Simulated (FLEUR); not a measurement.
# NaCl (Fm-3m) in FLEUR: notebook, part 2 of 2

FLEUR MaX-R8.1 (later development tree).

## (5) Equation of state, PBEsol, 21.81 Å³/atom

Changes to inp.xml since step 4:

```diff
@@ -24,3 +24,3 @@
       <xi:include xmlns:xi="http://www.w3.org/2001/XInclude" href="sym.xml"> </xi:include>
-      <bulkLattice scale="0.9864848297">
+      <bulkLattice scale="1.0000000000">
          <bravaisMatrix>
```

On the command line:

```sh
$ inpgen -f crystal.txt -profile fastHighL
$ # inp.xml edited to the form shown
$ fleur_MPI
```

Wall time 26 s (1 thread of Intel Xeon Platinum 8488C (Sapphire Rapids), shared host); peak memory 0.08 GiB.

Results (log left out):

| Property | Result |
| --- | --- |
| Free energy | -16952.5514 eV |
| Band gap on the k mesh | 5.04 eV, direct |
| Valence electrons inside the program's atomic spheres | Cl 6.12; Na 8.13 (radii Cl 2.37, Na 2.37 bohr) |

## (6) Equation of state, PBEsol, 22.69 Å³/atom (volume scaled by 1.04)

Changes to inp.xml since step 5:

```diff
@@ -24,3 +24,3 @@
       <xi:include xmlns:xi="http://www.w3.org/2001/XInclude" href="sym.xml"> </xi:include>
-      <bulkLattice scale="1.0000000000">
+      <bulkLattice scale="1.0131594038">
          <bravaisMatrix>
```

Potentials or basis: all-electron, FLAPW.

On the command line:

```sh
$ inpgen -f crystal.txt -profile fastHighL
$ # inp.xml edited to the form shown
$ fleur_MPI
```

Run time: 27 s. Hardware: 1 thread of Intel Xeon Platinum 8488C (Sapphire Rapids), shared host; peak memory 0.08 GiB.

The run converged. Its results:

```yaml
Free_energy: -16952.5482 eV
Band_gap_on_the_k_mesh: 4.90 eV, direct
Valence_electrons_inside_the_program's_atomic_spheres: Cl 6.11; Na 8.11 (radii Cl 2.37, Na 2.37 bohr)
```

## (7) Equation of state, PBEsol, 23.12 Å³/atom (volume scaled by 1.06)

Changes to inp.xml since step 6:

```diff
@@ -24,3 +24,3 @@
       <xi:include xmlns:xi="http://www.w3.org/2001/XInclude" href="sym.xml"> </xi:include>
-      <bulkLattice scale="1.0131594038">
+      <bulkLattice scale="1.0196128224">
          <bravaisMatrix>
```

On the command line:

```sh
$ inpgen -f crystal.txt -profile fastHighL
$ # inp.xml edited to the form shown
$ fleur_MPI
```

Run time: 26 s. Hardware: 1 thread of Intel Xeon Platinum 8488C (Sapphire Rapids), shared host; peak memory 0.08 GiB.

Results (log left out):

| Property | Result |
| --- | --- |
| Free energy | -16952.5430 eV |
| Band gap on the k mesh | 4.83 eV, direct |
| Valence electrons inside the program's atomic spheres | Cl 6.10; Na 8.10 (radii Cl 2.37, Na 2.37 bohr) |

## (8) Equation of state, PBEsol

This step only gathers the single runs of the series.

What came out:

* Equilibrium volume: 21.98 Å³/atom
* Bulk modulus: 26 GPa
* Pressure derivative of the bulk modulus: 4.7 (rough: it moves with the points fitted)

Energy against volume, from the lowest point:
```
volume (Å³/atom)  energy (meV/atom)
          20.504               9.02
          20.940               4.25
          21.813               0.00
          22.685               1.60
          23.121               4.22
```
